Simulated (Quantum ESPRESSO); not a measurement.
Zn:

```xyz
1
Lattice="0.0000 1.9648 1.9648 1.9648 0.0000 1.9648 1.9648 1.9648 0.0000" Properties=species:S:1:pos:R:3 pbc="T T T"
Zn    0.0000    0.0000    0.0000
```

This isn't the form of Zn at room conditions, which is hcp.

```yaml
Program: Quantum ESPRESSO 7.5
Task: single point
Functional: PBEsol
Potentials_or_basis: GBRV 1.5 PBEsol
Cutoff: 762 eV
Density_cutoff: 6095 eV
k_mesh: 12 × 12 × 12
Occupations: fermi-dirac, width 0.05 eV
Spin: no spin polarisation
```

On this cell: pressure -5.2 GPa; band gap on the k mesh none (metal or under the smearing width).

The same run follows on a disturbed copy (cell strained at random at fixed volume):

```
Zn
1.0
     0.00399    2.00457    1.96702
     1.95665   -0.00432    1.97532
     1.92741    1.98363    0.02492
Zn
1
Direct
  0.97223 0.01156 0.01002
```

**Question.** What does the disturbed cell give?

**Answer.** The energy (extrapolated to zero smearing) moves by -0.1 meV/atom; pressure -5.0 GPa; band gap on the k mesh none (metal or under the smearing width).

Stress tensor (GPa, compression positive):
```
-4.91 -0.70  0.63
-0.70 -5.65  0.48
 0.63  0.48 -4.57
```
